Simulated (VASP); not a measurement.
VASP 6.6.1 run: Si

INCAR

```
PREC = Accurate
GGA = PE
NBANDS = 16
LREAL = .FALSE.
SIGMA = 0.02
NELM = 84
ENCUT = 700
LWAVE = .FALSE.
ISIF = 2
EDIFF = 1E-7
IBRION = -1
LCHARG = .FALSE.
NSW = 0
ISMEAR = -1
LASPH = .TRUE.
```

KPOINTS

```
KPOINTS created by Atomic Simulation Environment
0
Gamma
12 12 4
0 0 0
```

POSCAR

```
Si
 1.0000000000000000
     3.8321295590073570    0.0000000000000000    0.0000000000000000
    -1.9160647795036785    3.3187215486936292    0.0000000000000000
     0.0000000000000000    0.0000000000000000    6.5314533663000001
 Si
   4
Cartesian
 -0.0000000000000000  2.2124810324624193  0.0130495894801826
  1.9160647795036783  1.1062405162312097  3.2787762726301830
 -0.0000000000000000  2.2124810324624193  2.4362454228823172
  1.9160647795036783  1.1062405162312097  5.7019721060323176
```

The recommended PBE PAW datasets give the neutral cell 16 valence electrons.

Command

```
mpirun -np 1 vasp_std
```

OSZICAR

```
N       E                     dE             d eps       ncg     rms          rms(c)
DAV:   1     0.357908737706E+02    0.35791E+02   -0.71514E+03  1824   0.104E+03
DAV:   2    -0.194798029042E+02   -0.55271E+02   -0.50110E+02  2432   0.135E+02
DAV:   3    -0.219274767117E+02   -0.24477E+01   -0.24258E+01  2520   0.263E+01
DAV:   4    -0.219570396833E+02   -0.29563E-01   -0.29557E-01  2152   0.362E+00
DAV:   5    -0.219575500137E+02   -0.51033E-03   -0.51023E-03  2576   0.466E-01    0.658E+00
DAV:   6    -0.217263914014E+02    0.23116E+00   -0.96661E-02  2200   0.149E+00    0.399E+00
DAV:   7    -0.216199164401E+02    0.10647E+00   -0.20560E-01  2256   0.225E+00    0.242E-01
DAV:   8    -0.216222354653E+02   -0.23190E-02   -0.16386E-02  2112   0.681E-01    0.124E-01
DAV:   9    -0.216225733603E+02   -0.33790E-03   -0.61865E-04  2496   0.146E-01    0.897E-02
DAV:  10    -0.216227520129E+02   -0.17865E-03   -0.19400E-04  2048   0.699E-02    0.193E-02
DAV:  11    -0.216227616419E+02   -0.96290E-05   -0.17162E-05  2456   0.222E-02    0.136E-02
DAV:  12    -0.216227640526E+02   -0.24106E-05   -0.27904E-06  2120   0.951E-03    0.567E-03
DAV:  13    -0.216227642827E+02   -0.23013E-06   -0.69556E-07  2264   0.432E-03    0.425E-04
DAV:  14    -0.216227642749E+02    0.78230E-08   -0.22621E-08  1648   0.938E-04
   1 F= -.21622764E+02 E0= -.21622764E+02  d E =-.315819E-08
```

Standard output (part)

```
POSCAR found type information on POSCAR Si
 POSCAR found :  1 types and       4 ions
 LDA part: xc-table for (Slater+PW92), standard interpolation
 POSCAR, INCAR and KPOINTS ok, starting setup
 WAVECAR not read
 entering main loop
```

From OUTCAR

```
k-points           NKPTS =     57   k-points in BZ     NKDIM =     57   number of bands    NBANDS=     16

   NELECT =      16.0000    total number of electrons

   dimension x,y,z NGX =    36 NGY =   36 NGZ =   56
   dimension x,y,z NGXF=    72 NGYF=   72 NGZF=  112

  energy-cutoff  :      700.00
  volume of cell :       83.07
      direct lattice vectors                 reciprocal lattice vectors
     3.832129559  0.000000000  0.000000000     0.260951511  0.150660425  0.000000000
    -1.916064780  3.318721549  0.000000000     0.000000000  0.301320851  0.000000000
     0.000000000  0.000000000  6.531453366     0.000000000  0.000000000  0.153105281

 k-points in reciprocal lattice and weights: KPOINTS created by Atomic Simulation Env
   0.00000000  0.00000000  0.00000000       0.002
   0.08333333 -0.00000000  0.00000000       0.010
   0.16666667 -0.00000000  0.00000000       0.010
   0.25000000 -0.00000000  0.00000000       0.010
   0.33333333 -0.00000000  0.00000000       0.010
   0.41666667 -0.00000000  0.00000000       0.010
   0.50000000 -0.00000000  0.00000000       0.005
   0.08333333  0.08333333  0.00000000       0.010
   ...

 E-fermi :   6.0418

 k-point     1 :       0.0000    0.0000    0.0000
  band No.  band energies     occupation
      1      -6.2598      2.00000
      2      -4.2138      2.00000
      3      -1.3784      2.00000
      4       4.4124      2.00000
      5       4.4124      2.00000
      6       5.2138      2.00000
      7       5.7591      2.00000
      8       5.7591      2.00000
      9       7.0084      0.00000
     10       7.4902      0.00000
     11       7.8768      0.00000
     12       7.8768      0.00000
     13       9.0985      0.00000
     14       9.8700      0.00000
     15       9.8700      0.00000
     16      11.7926      0.00000

 k-point     2 :       0.0833   -0.0000    0.0000
  band No.  band energies     occupation
      1      -6.1789      2.00000
      2      -4.1312      2.00000
      3      -1.3344      2.00000
      4       3.7288      2.00000
      5       4.2420      2.00000
      6       5.1129      2.00000
      7       5.1242      2.00000
      8       5.6048      2.00000
      9       7.3996      0.00000
     10       7.5766      0.00000
     11       8.0474      0.00000
     12       8.1241      0.00000
     13       9.4115      0.00000
     14      10.0674      0.00000
     15      10.1810      0.00000
     16      11.2570      0.00000

 k-point     3 :       0.1667   -0.0000    0.0000
  band No.  band energies     occupation
      1      -5.9386      2.00000
      2      -3.8852      2.00000
      3      -1.2285      2.00000
      4       2.5441      2.00000
      5       3.8645      2.00000
      6       3.8666      2.00000
      7       4.8377      2.00000
      8       5.2549      2.00000
      9       7.2002      0.00000
     10       7.8095      0.00000
     11       8.6417      0.00000
     12       9.1240      0.00000
     13       9.1450      0.00000
     14      10.4745      0.00000
     15      10.9970      0.00000
     16      11.3429      0.00000

 ...

  Total        0.1564307      0.1564307     -2.5511637      0.0000000     -0.0000000      0.0000000
  in kB        3.0172526      3.0172526    -49.2071344      0.0000000     -0.0000000      0.0000000
  external PRESSURE =     -14.3908764 kB  Pullay stress =       0.0000000 kB

 POSITION                                       TOTAL-FORCE (eV/Angst)
 -----------------------------------------------------------------------------------
      0.00000      2.21248      0.01305         0.000000      0.000000      0.013494
      1.91606      1.10624      3.27878        -0.000000     -0.000000      0.013494
      0.00000      2.21248      2.43625         0.000000      0.000000     -0.013494
      1.91606      1.10624      5.70197         0.000000     -0.000000     -0.013494
 -----------------------------------------------------------------------------------
    total drift:                                0.000000     -0.000000      0.000000

  FREE ENERGIE OF THE ION-ELECTRON SYSTEM (eV)
  ---------------------------------------------------
  free  energy   TOTEN  =       -21.6227642749 eV

  energy  without entropy=      -21.6227642717  energy(sigma->0) =      -21.62276427
```

It converged. Results: gap between bands v and c on the k mesh 0.58 eV; least direct gap on the k mesh 1.25 eV; pressure -1.4 GPa; largest force 0.01 eV/Å. Band v is the last that the valence electrons fill when counted band by band, and c is the next.

For comparison, a separate PBE run of the intended cell, on usual settings and not on those above, gives a gap of 0.58 eV on its mesh and a pressure of -1.5 GPa.

The run above took about 79 s on one core of a shared host (Intel Xeon Platinum 8488C) and held 0.28 GiB at most.
